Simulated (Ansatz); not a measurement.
Molecular dynamics on a 2×2×1 supercell (12 atoms) of ZrSe2 (CdI2 type), relaxed with r2SCAN+rVV10. Forces come from r2SCAN in Ansatz: constant energy and volume (NVE), velocities drawn at 800 K, steps of 2 fs. Classical nuclei, no spin polarisation; a few dozen steps show the first response, not equilibrium.

```yaml
crystal:
  lattice:
    - [7.5762246435, 0.0, 0.0]
    - [-3.7881123217, 6.561203006, 0.0]
    - [0.0, 0.0, 6.1800626954]
  atoms:
    - { symbol: Zr, position: [0.0, 0.0, 0.0] }
    - { symbol: Se, position: [0.1666666667, 0.3333333333, 0.2538098229] }
    - { symbol: Se, position: [0.3333333333, 0.1666666667, 0.7461901771] }
    - { symbol: Zr, position: [0.0, 0.5, 0.0] }
    - { symbol: Se, position: [0.1666666667, 0.8333333333, 0.2538098229] }
    - { symbol: Se, position: [0.3333333333, 0.6666666667, 0.7461901771] }
    - { symbol: Zr, position: [0.5, 0.0, 0.0] }
    - { symbol: Se, position: [0.6666666667, 0.3333333333, 0.2538098229] }
    - { symbol: Se, position: [0.8333333333, 0.1666666667, 0.7461901771] }
    - { symbol: Zr, position: [0.5, 0.5, 0.0] }
    - { symbol: Se, position: [0.6666666667, 0.8333333333, 0.2538098229] }
    - { symbol: Se, position: [0.8333333333, 0.6666666667, 0.7461901771] }
kpoints:
  mp_grid: { grid: [3, 3, 2] }
hamiltonian:
  xc: r2scan
scf:
  occupations: { method: fermi_dirac, width: 0.069 }
md:
  ensemble: nve
  temperature: 800
  timestep: 2.0
  n_steps: 40
  initial_velocities: maxwell_boltzmann
  seed: 9622
```

Command: `ansatz run input.yaml --threads 4 --pin off --max-ram 3686MiB --backend cpu --events-out ev --progress --plain --runs-dir out`. It took 6.7 min on 4 threads of Arm Neoverse V2, with other jobs on the host; peak host memory 1.8 GiB.

```
step  t (fs)  T (K)  free energy F from step 0 (meV/atom)  kinetic energy (meV/atom)  largest force (eV/Å)
   0       0    800                                   0.0                       94.8                  0.05
   1       2    798                                   0.2                       94.6                  0.13
   2       4    791                                   1.1                       93.7                  0.31
   3       6    777                                   2.8                       92.0                  0.50
   4       8    757                                   5.1                       89.7                  0.70
   5      10    731                                   8.1                       86.7                  0.91
   6      12    700                                  11.8                       83.0                  1.12
   7      14    664                                  16.1                       78.7                  1.33
   8      16    624                                  20.9                       73.9                  1.54
   9      18    580                                  26.1                       68.7                  1.75
  10      20    534                                  31.6                       63.2                  1.95
  11      22    486                                  37.2                       57.6                  2.15
  12      24    439                                  42.9                       52.0                  2.33
  13      26    392                                  48.3                       46.5                  2.49
  14      28    349                                  53.5                       41.3                  2.63
  15      30    309                                  58.3                       36.6                  2.74
  16      32    274                                  62.4                       32.4                  2.83
  17      34    244                                  65.9                       28.9                  2.88
  18      36    221                                  68.7                       26.2                  2.90
  19      38    204                                  70.7                       24.2                  2.89
  20      40    194                                  71.9                       23.0                  2.85
  21      42    190                                  72.4                       22.5                  2.77
  22      44    191                                  72.2                       22.6                  2.68
  23      46    197                                  71.5                       23.4                  2.56
  24      48    207                                  70.3                       24.5                  2.42
  25      50    220                                  68.7                       26.1                  2.27
  26      52    235                                  67.0                       27.9                  2.11
  27      54    251                                  65.0                       29.8                  1.94
  28      56    268                                  63.1                       31.7                  1.78
  29      58    284                                  61.2                       33.6                  1.61
  30      60    298                                  59.5                       35.3                  1.46
  31      62    312                                  57.9                       36.9                  1.31
  32      64    323                                  56.5                       38.3                  1.17
  33      66    333                                  55.4                       39.5                  1.09
  34      68    341                                  54.4                       40.4                  1.16
  35      70    347                                  53.7                       41.2                  1.30
  36      72    352                                  53.1                       41.7                  1.43
  37      74    356                                  52.7                       42.1                  1.54
  38      76    358                                  52.4                       42.4                  1.63
  39      78    360                                  52.2                       42.7                  1.71
  40      80    362                                  52.0                       42.9                  1.77
```

The temperature starts at 800 K, is lowest at step 21 (190 K, 42 fs) and ends at 362 K. The atoms start on their lattice sites with kinetic energy alone, so much of it first passes into potential energy. The conserved energy stays within 0.09 meV an atom. By the last step the atoms have moved 0.16 Å in the root mean square, the drift of the whole cell taken out, 0.22 Å at most.

Positions (Å) and forces (eV/Å) at step 40:
```
Zr  -0.015   0.104   0.135    -0.327  -1.354   0.060
Se   0.022   2.371   1.600    -0.150  -0.570   0.446
Se   1.839   1.076   4.579     0.161   0.118  -0.137
Zr  -1.822   3.239  -0.048    -0.651   0.806  -0.425
Se  -1.809   5.389   1.521    -0.447   0.311   0.090
Se   0.009   4.244   4.544    -0.053   0.424   0.398
Zr   3.784   0.006  -0.098     0.427  -0.776   0.116
Se   3.678   2.033   1.562     0.536   0.561   0.168
Se   5.658   1.082   4.541     0.269  -0.020   0.345
Zr   1.930   3.087   0.008     0.314   1.661  -0.514
Se   1.883   5.681   1.614    -0.049  -0.606  -0.308
Se   3.770   4.513   4.763    -0.031  -0.555  -0.239
```
